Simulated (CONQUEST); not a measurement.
**ZnS (Wurtzite-2H) under changes of volume**

One of the cells (19.603 Å³/atom); the others are scaled copies at fixed shape and fractional positions:

```
Zn S
1.0
     3.81100    0.00000    0.00000
     0.00000    6.23400    0.00000
     0.00000    0.00000    6.60085
Zn S
4 4
Direct
  0.00000 0.50000 0.33333
  0.50000 0.50000 0.83333
  0.00000 0.00000 0.66667
  0.50000 0.00000 0.16667
  0.00000 0.88500 0.33333
  0.50000 0.88500 0.83333
  0.00000 0.38500 0.66667
  0.50000 0.38500 0.16667
```

```yaml
Program: CONQUEST 1.3
Functional: PBEsol
Potentials_or_basis: PseudoDojo NC PBEsol, DZP, grid of 36 × 60 × 64 points
k_mesh: 7 × 5 × 4
Occupations: fermi-dirac, width 0.05 eV
Spin: no spin polarisation
```

```tsv
volume (Å³/atom)	energy over the lowest point (meV/atom)	pressure (GPa)	gap on the mesh (eV)	largest force (eV/Å)
18.427	27.27	6.4	2.70	0.440
18.819	?	?	?	?
19.211	5.36	2.7	2.46	0.393
19.603	0.83	1.1	2.35	0.366
19.995	0.00	-0.4	2.24	0.334
20.387	2.72	-1.8	2.13	0.310
20.779	8.40	-2.9	2.03	0.295
```

Q: What does the run at 18.819 Å³/atom give?

A: Energy over the lowest point 14.10 meV/atom; pressure 4.5 GPa; gap on the mesh 2.58 eV; largest force 0.411 eV/Å.

Worked out: A Birch-Murnaghan fit of order 3 (a polynomial in V^(-2/3)) to the other rows has its minimum at 19.88 Å³/atom with B0 = V·E''(V) = 73 GPa and B' = 3.9 at fixed shape and positions, which overstates the stiffness. It gives 14.03 meV/atom at 18.819 Å³/atom, against the run's 14.10, and -dE/dV = 4.4 GPa, against 4.5. A straight line through the other rows of the gap, of slope -5.58 eV per unit of ln V, gives 2.58 eV, against the run's 2.58.

Energies are extrapolated to zero smearing.

Caveats: an odd mesh through Γ misses points on the zone boundary, where band edges often lie; the basis of atomic orbitals isn't converged, which shifts pressures, moduli and gaps.
